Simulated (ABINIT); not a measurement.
Runs of ABINIT 10.8.3 (patched build) on WC (Qusongite). Symmetry: P-6m2, No. 187, hexagonal system. Conventional cell: a = 2.907 Å, b = 2.907 Å, c = 2.837 Å, α = 90.00°, β = 90.00°, γ = 120.00°. W (site symmetry -6m2) has 6 C at 2.20 Å as nearest neighbours. C (site symmetry -6m2) has 6 W at 2.20 Å as nearest neighbours. 

| task | level | potentials or basis | spin | cell | k mesh | cutoff (eV) | fine-grid cutoff | cell freedom (optcell) | cutoff smearing ecutsm (Ha) | optimiser (ionmov) | force stop (Ha/bohr) | mesh quality | gap on the mesh (eV) | pressure (GPa) |
| --- | --- | --- | --- | --- | --- | --- | --- | --- | --- | --- | --- | --- | --- | --- |
| band structure | PW91 | JTH PAW PBE v2.0 | SOC, no magnetisation | as given | 10 × 10 × 9 | 517 | 1034.03 eV | - | - | - | - | not flagged | none | (b) |
| band structure | BLYP | JTH PAW PBE v2.0 | off | as given | 10 × 10 × 9 | 517 | 1034.03 eV | - | - | - | - | not flagged | none | (a) |
| band structure | r2SCAN | JTH PAW PBE v2.0 | off | as given | 10 × 10 × 9 | 626 | 1224.51 eV | - | - | - | - | not flagged | none | 3.3 |
| relaxation of cell and atoms | LDA-PZ | JTH PAW LDA v2.0 | off | relaxed | 10 × 10 × 9 | 544 | 1088.46 eV | 2 | 0.5 | 2 | 0.0001 | not flagged | none | 0.0 |
| band structure | revPBE | JTH PAW PBE v2.0 | SOC, no magnetisation | as given | 10 × 10 × 9 | 517 | 1034.03 eV | - | - | - | - | not flagged | none | (c) |
| single point | r2SCAN | JTH PAW PBE v2.0 | off | as given | 4 × 4 × 4 | 626 | 1224.51 eV | - | - | - | - | coarse | none | 4.0 |
| band structure | RPBE | JTH PAW PBE v2.0 | SOC, no magnetisation | as given | 10 × 10 × 9 | 517 | 1034.03 eV | - | - | - | - | not flagged | none | 11.2 |
| single point | r2SCAN | JTH PAW PBE v2.0 | off | as given | 8 × 8 × 7 | 626 | 1224.51 eV | - | - | - | - | not flagged | none | 3.3 |
| band structure | HCTH407 | JTH PAW PBE v2.0 | off | as given | 10 × 10 × 9 | 517 | 1034.03 eV | - | - | - | - | not flagged | none | -8.8 |
| band structure | PBEsol | JTH PAW PBE v2.0 | off | as given | 10 × 10 × 9 | 517 | 1034.03 eV | - | - | - | - | not flagged | none | -2.5 |
| band structure | LDA-PZ | JTH PAW LDA v2.0 | SOC, no magnetisation | as given | 10 × 10 × 9 | 544 | 1088.46 eV | - | - | - | - | not flagged | none | -9.0 |

Alike in all rows: smearing fermi-dirac 0.05 eV.

Task: Fill in the values left out.

Result: (a) 18.8; (b) 7.3; (c) 10.1.

Caveats: some runs use coarse meshes; the PAW data sets were made with another functional, which shifts forces and pressure a little (some runs); spin-orbit coupling is left out, which moves the levels of the heavy elements (some runs); so large a pressure means that the cell lies far from this level's equilibrium, or that cutoff or potentials fall short (some runs); the potentials were made for another functional, which shifts forces and pressure (some runs).

A k mesh can miss the band edges, and rows without SOC leave out spin-orbit coupling on W.

A gap of «none» marks a metal or a gap under the smearing width.

Runs at the PBE level aren't shown here.
